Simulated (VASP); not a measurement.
# BN, self-consistent run: which settings are enough?

BN, Fmm2 (no. 42), 2 atoms in the cell. PBE with D2; PAW potentials N, B (PBE set). VASP 6.6.1.

Wanted: energy within 2 meV/atom; pressure within 0.1 GPa.

POSCAR:
```
BN
1.0
    0.0000000000      3.4953158300      2.1660912400
    1.2516321000      0.0000000000      2.1660912400
    1.2516321000      3.4953158300      0.0000000000
N B
1 1
Direct
    0.6666513400      0.6666513400      0.3333486600
    0.0000486500      0.0000486500      0.9999513500
```

## Inputs of the D2 term

| Inputs of the D2 term | Energy less reference (meV/atom) | Pressure (GPa) | SCF iterations | Time (s) |
|---|---|---|---|---|
| default | 0.0 | 1.09 | 14 | 15 |
| VDW_RADIUS = 15 | 1.0 | 1.12 | 14 | 15 |
| VDW_RADIUS = 25 | 0.2 | 1.09 | 14 | 15 |
| VDW_RADIUS = 80 | 0.0 | 1.09 | 14 | 15 |
| VDW_S6 = 0.6 | 26.5 | 1.53 | 14 | 15 |
| VDW_D = 15.0 | -11.1 | 0.86 | 14 | 15 |
| VDW_D = 30.0 | 8.5 | 1.31 | 14 | 16 |
| VDW_C6 = 1.230 3.130, VDW_R0 = 1.397 1.485 | 0.0 | 1.09 | 14 | 14 |
| VDW_C6 = 1.476 3.756, VDW_R0 = 1.397 1.485 | -26.5 | 0.65 | 14 | 16 |
| VDW_C6 = 0.984 2.504, VDW_R0 = 1.397 1.485 | 26.5 | 1.53 | 14 | 14 |

Chosen: default; no other choice that stays within half of the tolerance saves 30 % of the time.

## The input

INCAR:
```
SYSTEM = BN
ALGO     = Normal         ! electronic algorithm
EDIFF    = 1E-7           ! SCF threshold, eV
ENCUT    = 520            ! plane-wave cutoff, eV
ISIF     = 2              ! what is computed and relaxed
ISMEAR   = 0              ! smearing method
IVDW     = 1              ! dispersion correction
LASPH    = .True.         ! aspherical terms in the spheres
LCHARG   = .False.        ! write CHGCAR
LREAL    = .False.        ! projectors in reciprocal space
LWAVE    = .False.        ! write WAVECAR
NELM     = 100            ! most SCF steps
PREC     = Accurate       ! precision mode
SIGMA    = 0.02           ! smearing width, eV
```

KPOINTS:
```
k-points
0
Gamma
  9 9 9
```

Commands:
```
cat potpaw_PBE.64/N/POTCAR potpaw_PBE.64/B/POTCAR > POTCAR
mpirun -np 1 vasp_std > vasp.out
```

The chosen input took VASP 6.6.1 15 s on 1 core (Intel Xeon Platinum 8375C @ 2.90GHz (Ice Lake)), a shared host.
